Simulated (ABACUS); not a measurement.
Runs of ABACUS 3.10.1 on Nb. It takes space group Im-3m (No. 229, cubic). Conventional cell: a = 3.328 Å, b = 3.328 Å, c = 3.328 Å, α = 90.00°, β = 90.00°, γ = 90.00°. Around Nb (site symmetry m-3m) lie 8 Nb at 2.88 Å. 

```tsv
task	level	potentials or basis	k mesh	cutoff (eV)	orbital files	path	points for each segment of the path	SCF threshold on the density	eigensolver	mesh quality	gap on the mesh (eV)	pressure (GPa)	V0 of scaled cells (Å³/atom)	B0 (GPa)
equation of state	M06-L	SG15 ONCV 1.2 PBE, plane waves	7 × 7 × 7	1293	-	-	-	1e-08	dav	coarse	-	-	(a)	(b)
single point	M06-L	SG15 ONCV 1.2 PBE, plane waves	7 × 7 × 7	1293	-	-	-	1e-08	dav	coarse	none	-0.4	-	-
equation of state	AM05	PseudoDojo NC SR 0.5 PBE standard, plane waves	9 × 9 × 9	1116	-	-	-	1e-08	dav	not flagged	-	-	17.46	181
single point	AM05	PseudoDojo NC SR 0.5 PBE standard, plane waves	9 × 9 × 9	1116	-	-	-	1e-08	dav	not flagged	none	-8.9	-	-
single point	LDA	PseudoDojo NC SR 0.4.1 LDA standard, DZP LCAO (the cutoffs set its grid)	10 × 10 × 10	1361	Nb Nb_confined-atom_7au_3s2p2d1f.orb	-	-	1e-07	scalapack_gvx	not flagged	none	-10.9	-	-
```

Alike in all rows: no spin polarisation; cell as given; smearing fermi-dirac 0.05 eV.

Problem. Estimate the missing entries.

Solution. (a) 18.42; (b) 159.

Caveats: some runs use coarse meshes; the potentials were made for another functional, which shifts forces and pressure (some runs); the fit is doubtful: noisy points or a state that changes with volume (some runs); the atomic orbitals were generated for these runs and aren't a published set (some runs); the basis of atomic orbitals isn't converged, which shifts pressures, moduli and gaps (some runs).

A k mesh can miss the band edges, and the runs leave out spin-orbit coupling on Nb.

A gap of «none» marks a metal or a gap under the smearing width.

Runs at the PBE level aren't shown here.
